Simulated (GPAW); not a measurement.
# Ge (Fd-3m) in GPAW: settings compared

One crystal, Ge, is run at these levels: SCAN+D4, BLYP+D4, OLYP; tasks: equation of state.

All numbers are computed with GPAW 26.7.0; they aren't measurements. Logs are shortened: lines on timing, memory, paths and dates and some standing lists are left out, and cuts for length are marked. The log counts tension as positive stress, the text compression.

**Measured values to compare with.**

“Sub-monolayer structures of Ag overlayers on Ge(111): experimental observations and first-principles study”, 2019, arxiv:1908.00180 quotes, for a bulk crystal of Ge: bulk modulus 75.8 GPa.

The results are compared with them further down.

**1. Starting point**

The structure is cubic, space group Fd-3m (No. 227). Conventional cell: a = 5.658 Å, b = 5.658 Å, c = 5.658 Å, α = 90.00°, β = 90.00°, γ = 90.00°. Around Ge (site symmetry -43m) lie 4 Ge at 2.45 Å.

**2. Equation of state, SCAN+D4**

File run.py:

```python
import spglib
from ase import Atoms
from ase.calculators.mixing import SumCalculator
from ase.eos import EquationOfState
from ase.io import Trajectory, read
from ase.units import GPa
from dftd4.ase import DFTD4
from gpaw import GPAW, PW

atoms = read('Ge.cif')
cell, positions, numbers = spglib.find_primitive(
    (atoms.cell[:], atoms.get_scaled_positions(), atoms.numbers), symprec=1e-4)
atoms = Atoms(numbers, cell=cell, scaled_positions=positions, pbc=True)

traj = Trajectory('eos.traj', 'w')
volumes, energies = [], []
for x in [0.94, 0.96, 0.98, 1.0, 1.02, 1.04, 1.06]:
    a = atoms.copy()
    a.set_cell(atoms.cell * x**(1 / 3), scale_atoms=True)
    calc = GPAW(mode=PW(600),
                xc='MGGA_X_SCAN+MGGA_C_SCAN',
                kpts={'size': (8, 8, 8), 'gamma': True},
                occupations={'name': 'fermi-dirac', 'width': 0.05},
                nbands=11,
                convergence={'density': 1e-05, 'energy': 1e-05},
                maxiter=150,
                txt=f'eos-{x:.2f}.txt')
    a.calc = SumCalculator([calc, DFTD4(method='scan')])
    energies.append(a.get_potential_energy())
    volumes.append(a.get_volume())
    p = -a.get_stress()[:3].mean() / GPa
    calc.write(f'eos-{x:.2f}.gpw')
    traj.write(a)
    print(f'{x:.2f} {volumes[-1]:10.4f} A^3 {energies[-1]:14.6f} eV {p:9.3f} GPa', flush=True)

v0, e0, B = EquationOfState(volumes, energies, eos='birchmurnaghan').fit()
print(f'V0 = {v0:.4f} A^3, E0 = {e0:.6f} eV, B0 = {B / GPa:.2f} GPa')
```

File Ge.cif:

```cif
data_Ge
_cell_length_a 5.65782000
_cell_length_b 5.65782000
_cell_length_c 5.65782000
_cell_angle_alpha 90.00000000
_cell_angle_beta 90.00000000
_cell_angle_gamma 90.00000000
_space_group_name_H-M_alt 'Fd-3m'
_space_group_name_Hall 'F 4d 2 3 -1d'
_space_group_IT_number 227
loop_
_space_group_symop_operation_xyz
'x,y,z'
'-y+1/4,x+1/4,z+1/4'
'-x,-y+1/2,z+1/2'
'y+3/4,-x+1/4,z+3/4'
'x,-y,-z'
'-y+1/4,-x+3/4,-z+3/4'
'-x,y+1/2,-z+1/2'
'y+3/4,x+3/4,-z+1/4'
'z,x,y'
'z+1/4,-y+1/4,x+1/4'
'z+1/2,-x,-y+1/2'
'z+3/4,y+3/4,-x+1/4'
'-z,x,-y'
'-z+3/4,-y+1/4,-x+3/4'
'-z+1/2,-x,y+1/2'
'-z+1/4,y+3/4,x+3/4'
'y,z,x'
'x+1/4,z+1/4,-y+1/4'
'-y+1/2,z+1/2,-x'
'-x+1/4,z+3/4,y+3/4'
'-y,-z,x'
'-x+3/4,-z+3/4,-y+1/4'
'y+1/2,-z+1/2,-x'
'x+3/4,-z+1/4,y+3/4'
'-x+1/4,-y+1/4,-z+1/4'
'y,-x,-z'
'x+1/4,y+3/4,-z+3/4'
'-y+1/2,x,-z+1/2'
'-x+1/4,y+1/4,z+1/4'
'y,x+1/2,z+1/2'
'x+1/4,-y+3/4,z+3/4'
'-y+1/2,-x+1/2,z'
'-z+1/4,-x+1/4,-y+1/4'
'-z,y,-x'
'-z+3/4,x+1/4,y+3/4'
'-z+1/2,-y+1/2,x'
'z+1/4,-x+1/4,y+1/4'
'z+1/2,y,x+1/2'
'z+3/4,x+1/4,-y+3/4'
'z,-y+1/2,-x+1/2'
'-y+1/4,-z+1/4,-x+1/4'
[... 89 lines left out ...]
'-z+1/4,x+1/4,y+1/4'
'-z,-y+1/2,x+1/2'
'z+3/4,-x+1/4,y+3/4'
'z,y,x'
'z+1/4,x+1/4,-y+1/4'
'z+1/2,-y+1/2,-x'
'-y+3/4,-z+1/4,-x+3/4'
'-x+1/2,-z,y+1/2'
'y+1/4,-z+3/4,x+3/4'
'x+1/2,-z+1/2,-y'
'y+3/4,z+1/4,-x+3/4'
'x,z+1/2,y+1/2'
'-y+1/4,z+3/4,x+3/4'
'-x,z,-y'
'x+1/2,y+1/2,z'
'-y+3/4,x+3/4,z+1/4'
'-x+1/2,-y,z+1/2'
'y+1/4,-x+3/4,z+3/4'
'x+1/2,-y+1/2,-z'
'-y+3/4,-x+1/4,-z+3/4'
'-x+1/2,y,-z+1/2'
'y+1/4,x+1/4,-z+1/4'
'z+1/2,x+1/2,y'
'z+3/4,-y+3/4,x+1/4'
'z,-x+1/2,-y+1/2'
'z+1/4,y+1/4,-x+1/4'
'-z+1/2,x+1/2,-y'
'-z+1/4,-y+3/4,-x+3/4'
'-z,-x+1/2,y+1/2'
'-z+3/4,y+1/4,x+3/4'
'y+1/2,z+1/2,x'
'x+3/4,z+3/4,-y+1/4'
'-y,z,-x'
'-x+3/4,z+1/4,y+3/4'
'-y+1/2,-z+1/2,x'
'-x+1/4,-z+1/4,-y+1/4'
'y,-z,-x'
'x+1/4,-z+3/4,y+3/4'
'-x+3/4,-y+3/4,-z+1/4'
'y+1/2,-x+1/2,-z'
'x+3/4,y+1/4,-z+3/4'
'-y,x+1/2,-z+1/2'
'-x+3/4,y+3/4,z+1/4'
'y+1/2,x,z+1/2'
'x+3/4,-y+1/4,z+3/4'
'-y,-x,z'
'-z+3/4,-x+3/4,-y+1/4'
'-z+1/2,y+1/2,-x'
'-z+1/4,x+3/4,y+3/4'
'-z,-y,x'
'z+3/4,-x+3/4,y+1/4'
'z,y+1/2,x+1/2'
'z+1/4,x+3/4,-y+3/4'
'z+1/2,-y,-x+1/2'
'-y+3/4,-z+3/4,-x+1/4'
'-x+1/2,-z+1/2,y'
'y+1/4,-z+1/4,x+1/4'
'x+1/2,-z,-y+1/2'
'y+3/4,z+3/4,-x+1/4'
'x,z,y'
'-y+1/4,z+1/4,x+1/4'
'-x,z+1/2,-y+1/2'
loop_
_atom_site_label
_atom_site_type_symbol
_atom_site_symmetry_multiplicity
_atom_site_Wyckoff_symbol
_atom_site_fract_x
_atom_site_fract_y
_atom_site_fract_z
_atom_site_occupancy
Ge1 Ge 8 a 0.2500000000 0.2500000000 0.2500000000 1
```

Potentials or basis: GPAW PAW data sets (gpaw-data 1.2.1), pw.

On the command line:

```bash
OMP_NUM_THREADS=1 python run.py
```

The log of the run:

```text
__  _  _
 | _ |_)|_||  |
 |__||  | ||/\| - 26.7.0

Input parameters:
  mode=PW(ecut=600.0),
  convergence={'density': 1e-05, 'energy': 1e-05},
  kpts=MonkhorstPack(size=(8, 8, 8), gamma=True),
  maxiter=150,
  nbands=11,
  occupations=Occupations(name='fermi-dirac', width=0.05),
  xc=XC(name='MGGA_X_SCAN+MGGA_C_SCAN')

Diagonalizing LCAO Hamiltonian
Converting LCAO to pw mode

           Ge

       Ge

Atoms  # Å, Bohr magnetons
|   | symbol |        x |        y |        z |    initial magnetic moments |
|---|--------|----------|----------|----------|-----------------------------|
| 0 |     Ge | 1.385580 | 1.385580 | 1.385580 | ( 0.0000,  0.0000,  0.0000) |
| 1 |     Ge | 0.000000 | 0.000000 | 0.000000 | ( 0.0000,  0.0000,  0.0000) |

Unit cell  # Å
| periodic |        x |        y |        z |  lengths |    angles |
|----------|----------|----------|----------|----------|-----------|
|      yes | 0.000000 | 2.771161 | 2.771161 | 3.919013 | 60.000000 |
|      yes | 2.771161 | 0.000000 | 2.771161 | 3.919013 | 60.000000 |
|      yes | 2.771161 | 2.771161 | 0.000000 | 3.919013 | 60.000000 |

Number of symmetries: 24
Symmetry operations  # r_c * U_cc + t_c -> r_c
|    | kind |            matrix            |
|----|------|------------------------------|
|  0 |  E   |  1, 0, 0,  0, 1, 0,  0, 0, 1 |
|  1 |  σ   |  1, 0, 0,  0, 0, 1,  0, 1, 0 |
|  2 |  σ   |  1, 0,-1,  0, 1,-1,  0, 0,-1 |
|  3 |  C3  |  1, 0,-1,  0, 0,-1,  0, 1,-1 |
|  4 |  C3  |  1,-1, 0,  0,-1, 1,  0,-1, 0 |
|  5 |  σ   |  1,-1, 0,  0,-1, 0,  0,-1, 1 |
|  6 |  σ   |  0, 1, 0,  1, 0, 0,  0, 0, 1 |
|  7 |  C3  |  0, 1, 0,  0, 0, 1,  1, 0, 0 |
|  8 |  C2  |  0, 1,-1,  1, 0,-1,  0, 0,-1 |
|  9 |  S4  |  0, 1,-1,  0, 0,-1,  1, 0,-1 |
| 10 |  C3  |  0, 0, 1,  1, 0, 0,  0, 1, 0 |
| 11 |  σ   |  0, 0, 1,  0, 1, 0,  1, 0, 0 |
| 12 |  S4  |  0, 0,-1,  1, 0,-1,  0, 1,-1 |
| 13 |  C3  |  0, 0,-1,  0, 1,-1,  1, 0,-1 |
| 14 |  S4  |  0,-1, 1,  1,-1, 0,  0,-1, 0 |
| 15 |  C2  |  0,-1, 1,  0,-1, 0,  1,-1, 0 |
| 16 |  C3  |  0,-1, 0,  1,-1, 0,  0,-1, 1 |
| 17 |  S4  |  0,-1, 0,  0,-1, 1,  1,-1, 0 |
| 18 |  S4  | -1, 1, 0, -1, 0, 1, -1, 0, 0 |
| 19 |  C3  | -1, 1, 0, -1, 0, 0, -1, 0, 1 |
| 20 |  C3  | -1, 0, 1, -1, 1, 0, -1, 0, 0 |
| 21 |  S4  | -1, 0, 1, -1, 0, 0, -1, 1, 0 |
| 22 |  σ   | -1, 0, 0, -1, 1, 0, -1, 0, 1 |
| 23 |  C2  | -1, 0, 0, -1, 0, 1, -1, 1, 0 |

BZ-sampling:
  Number of BZ points: 512
  Number of IBZ points: 29

  Monkhorst-Pack size: [8, 8, 8]
  Monkhorst-Pack shift: [0.0625, 0.0625, 0.0625]

K-points  # in reciprocal-cell coordinates
|     |                                coordinates |     weight |
|-----|--------------------------------------------|------------|
|   0 | (  0.00000000,   0.00000000,   0.00000000) | 0.00195312 |
|   1 | (  0.12500000,   0.12500000,   0.00000000) | 0.01171875 |
|   2 | (  0.12500000,   0.12500000,   0.12500000) | 0.01562500 |
|   3 | (  0.25000000,   0.12500000,   0.12500000) | 0.02343750 |
|   4 | (  0.25000000,   0.25000000,   0.00000000) | 0.01171875 |
|   5 | (  0.25000000,   0.25000000,   0.12500000) | 0.04687500 |
|   6 | (  0.25000000,   0.25000000,   0.25000000) | 0.01562500 |
|   7 | (  0.37500000,   0.25000000,  -0.37500000) | 0.04687500 |
|   8 | (  0.37500000,   0.25000000,   0.12500000) | 0.04687500 |
|   9 | (  0.37500000,   0.25000000,   0.25000000) | 0.04687500 |
| ... |                                            |            |
|  28 | (  0.50000000,   0.50000000,   0.50000000) | 0.00781250 |

Plane wave coefficients: 1433
Cutoff: 600.0 eV

Spin-components: 1 (collinear spins)
Bands:           11
Projectors:      10
Spin-degeneracy: 2
Datatype:        complex128

Parallelization:
  kpt:    1
  domain: 1
  band:   1

Density:
  Valence electrons: 8.0
  Components: 1
  Grid points: [24 24 24]
  Charge: 0.0  # |e|

Potential:
  Grid points: [24 24 24]

species:
  Ge:
    name:    Germanium
    Z:       32.0
    valence: 4
    core:    28
    charge:  0.0  # [|e|]
    compensation charges:
      type: gauss
      rc: 0.32  # [Å]
      lmax: 2
    cutoffs:
      filter: 1.77  # [Å]
      core: 3.42  # [Å]
    projectors
    | kind |    occ | energy [eV] | rcut [Å] |
    |------|--------|-------------|----------|
    |   4s |  2.000 |     -11.726 |    1.005 |
    |   4p |  2.000 |      -3.896 |    1.005 |
    |    s |        |      15.485 |    1.005 |
    |    p |        |      23.315 |    1.005 |
    |    d |        |       0.000 |    1.005 |

    Using partial waves for Ge as LCAO basis

Reference energy: -114195.275705  # eV

eigensolver:
  PPCG
  Converge bands: occupied
  niter=2

density mixing:
  MSR1-Mixer
  Pratt-step length: 0.05
  Maximum mixing coefficient: 0.75
  Old densities: 10
  SVD Regularization: 0.005
  Good broyden scale: 1.0
  Trust region scale: 1.0
  Backstep threshold: 4.0
  History deletion threshold: 6.0
  Fourier metric: weight=20.0, sigma=0.015

occupation numbers:
  Fermi-Dirac:
    width: 0.0500  # eV

poisson solver:
  ecut: 4800.0  # eV

xc functional:
  name: MGGA_X_SCAN+MGGA_C_SCAN with 2 nearest neighbor stencil

convergence criteria:
- Maximum integral of absolute [dens]ity change: 1e-05 electrons / valence electron
- Maximum [total energy] change in last 3 cyles: 1e-05 eV / valence electron
- Maximum integral of absolute [eigenst]ate change: 4e-08 eV^2 / valence electron
maximum number of iterations: 150

SCF iterations
|iter     | |      energy | eigst |  dens |
|---------|-|-------------|-------|-------|
|iter:   1| |  -36.121806 | -0.39 |       |
|iter:   2| |  -35.440718 | -1.92 | -0.91 |
|iter:   3| |  -35.374972 | -2.04 | -0.94 |
|iter:   4| |  -35.427874 | -2.32 | -1.33 |
|iter:   5| |  -35.439397 | -2.88 | -1.66 |
|iter:   6| |  -35.439593 | -4.56 | -2.31 |
|iter:   7| |  -35.439594 | -5.91 | -3.29 |
|iter:   8| |  -35.439594c| -7.09 | -3.95 |
|iter:   9| |  -35.439594c| -8.25c| -4.44 |
|iter:  10| |  -35.439594c| -8.25c| -5.14c|

Converged in 10 steps
Energy contributions relative to reference atoms: (reference = -114195.275705)

Energy contributions:
  Kinetic:          37.119248
  Coulomb:         -32.601090
  Zero:              0.001322
  External:          0.000000
  Xc:              -39.959049
  Entropy:          -0.000050
  Spinorbit:         0.000000
  ----------------------------
  Free energy:     -35.439619
  Extrapolated:    -35.439594

dipole moment: (-21.326703, -21.326703, -21.326703)  # |e|*Ang

Fermi level: 6.682
Eigenvalues  # (at kpt = [0.000, 0.000, 0.000])
| band index |      eig [eV] | occ [0-2] |
|------------|---------------|-----------|
|          0 |        -7.315 |     2.000 |
|          1 |         6.429 |     1.987 |
|          2 |         6.429 |     1.987 |
|          3 |         6.429 |     1.987 |
|          4 |         7.254 |     0.000 |
|          5 |         9.146 |     0.000 |
|          6 |         9.146 |     0.000 |
|          7 |         9.146 |     0.000 |
|          8 |        13.516 |     0.000 |
|          9 |        16.465 |     0.000 |
|         10 |        16.465 |     0.000 |

Gap: 0.537 eV
Transition (v -> c):
  (s=0, k=0, n=3, [0.00, 0.00, 0.00]) -> (s=0, k=28, n=4, [0.50, 0.50, 0.50])
Direct/indirect transitions are different
Direct gap: 0.825 eV
Transition at: (s=0, k=0, n=3, [0.00, 0.00, 0.00])

Stress tensor  # eV/Ang^3
|         x |         y |         z |
|-----------|-----------|-----------|
| -0.036046 | -0.000000 |  0.000000 |
| -0.000000 | -0.036046 | -0.000000 |
|  0.000000 | -0.000000 | -0.036046 |

# Writing to eos-0.94.gpw (mode='')
```

It took 3.2 min on 1 thread of Arm Neoverse V2, shared host; peak memory 0.42 GiB.

Results:

```yaml
Equilibrium_volume: "22.59 Å³/atom (rough: see the caveat)"
Bulk_modulus: 75 GPa (rough)
```

Energy against volume, from the lowest point:
```tsv
volume (Å³/atom)	energy (meV/atom)
21.281	20.20
21.733	8.29
22.186	1.67
22.639	0.00
23.092	2.39
23.545	8.50
23.997	17.81
```

Caveat: the points scatter about the fit; the PAW data sets were made with another functional, which shifts forces and pressure a little.

**3. Equation of state, BLYP+D4**

Edit run.py of step 2 so:

```diff
@@ -1,3 +1 @@
-import spglib
-from ase import Atoms
 from ase.calculators.mixing import SumCalculator
@@ -7,8 +5,7 @@
 from dftd4.ase import DFTD4
-from gpaw import GPAW, PW
+from gpaw import GPAW, PW, setup_paths
+
+setup_paths.insert(0, '.')
 
 atoms = read('Ge.cif')
-cell, positions, numbers = spglib.find_primitive(
-    (atoms.cell[:], atoms.get_scaled_positions(), atoms.numbers), symprec=1e-4)
-atoms = Atoms(numbers, cell=cell, scaled_positions=positions, pbc=True)
 
@@ -20,3 +17,3 @@
     calc = GPAW(mode=PW(600),
-                xc='MGGA_X_SCAN+MGGA_C_SCAN',
+                xc='BLYP',
                 kpts={'size': (8, 8, 8), 'gamma': True},
@@ -25,5 +22,6 @@
                 convergence={'density': 1e-05, 'energy': 1e-05},
+                eigensolver='davidson',
                 maxiter=150,
                 txt=f'eos-{x:.2f}.txt')
-    a.calc = SumCalculator([calc, DFTD4(method='scan')])
+    a.calc = SumCalculator([calc, DFTD4(method='blyp')])
     energies.append(a.get_potential_energy())
```

File Ge.cif:

```cif
data_Ge
_cell_length_a 4.00068289
_cell_length_b 4.00068289
_cell_length_c 4.00068289
_cell_angle_alpha 60.00000000
_cell_angle_beta 60.00000000
_cell_angle_gamma 60.00000000
_space_group_name_H-M_alt 'P1'
_space_group_name_Hall 'P 1'
_space_group_IT_number 1
loop_
_space_group_symop_operation_xyz
'x,y,z'
loop_
_atom_site_label
_atom_site_type_symbol
_atom_site_symmetry_multiplicity
_atom_site_Wyckoff_symbol
_atom_site_fract_x
_atom_site_fract_y
_atom_site_fract_z
_atom_site_occupancy
Ge1 Ge 1 a 0.7500000000 0.7500000000 0.7500000000 1
Ge2 Ge 1 a 0.5000000000 0.5000000000 0.5000000000 1
```

Potentials or basis: PAW data sets generated in the run's folder for this functional, pw.

On the command line:

```bash
gpaw-setup -f BLYP Ge
OMP_NUM_THREADS=1 python run.py
```

Wall time 47 s (1 thread of Arm Neoverse V2, shared host); peak memory 0.22 GiB.

Results (log left out):

```
Equilibrium volume                      : 23.70 Å³/atom
Bulk modulus                            : 59 GPa
Pressure derivative of the bulk modulus : 4.9
```

Energy against volume, from the lowest point:
| volume (Å³/atom) | energy (meV/atom) |
| --- | --- |
| 21.281 | 55.74 |
| 21.733 | 35.26 |
| 22.186 | 20.00 |
| 22.639 | 9.33 |
| 23.092 | 2.81 |
| 23.545 | 0.00 |
| 23.997 | 0.47 |

(Part 1 of 2 ends here.)
